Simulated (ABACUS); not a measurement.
**Nb under changes of volume**

One of the cells (18.428 Å³/atom); the others are scaled copies at fixed shape and fractional positions:

```
CELL_PARAMETERS angstrom
-1.66395 1.66395 1.66395
1.66395 -1.66395 1.66395
1.66395 1.66395 -1.66395
ATOMIC_POSITIONS crystal
Nb 0.00000 0.00000 0.00000
```

* Program: ABACUS 3.10.1
* Functional: PBE
* Potentials or basis: PseudoDojo NC SR 0.4.1 PBE standard
* Cutoff: 1361 eV
* Density cutoff: 5442 eV
* Basis: DZP LCAO (the cutoffs set its grid)
* k mesh: 11 × 11 × 11
* Occupations: fermi-dirac, width 0.05 eV
* Spin: no spin polarisation

```csv
volume (Å³/atom),energy over the lowest point (meV/atom),pressure (GPa)
17.322,27.37,9.8
17.691,9.46,5.7
18.060,0.51,1.9
18.428,0.00,-1.5
18.797,7.08,-4.7
19.165,?,?
19.534,41.83,-10.2
```

Q: What does the run at 19.165 Å³/atom give?

A: Energy over the lowest point 21.21 meV/atom; pressure -7.6 GPa.

Worked out: A Birch-Murnaghan fit of order 3 (a polynomial in V^(-2/3)) to the other rows has its minimum at 18.27 Å³/atom with B0 = V·E''(V) = 171 GPa and B' = 3.1. It gives 21.19 meV/atom at 19.165 Å³/atom, against the run's 21.21, and -dE/dV = -7.6 GPa, against -7.6.

Energies are extrapolated to zero smearing.

Caveats: the atomic orbitals were generated for these runs and aren't a published set; the basis of atomic orbitals isn't converged, which shifts pressures, moduli and gaps.
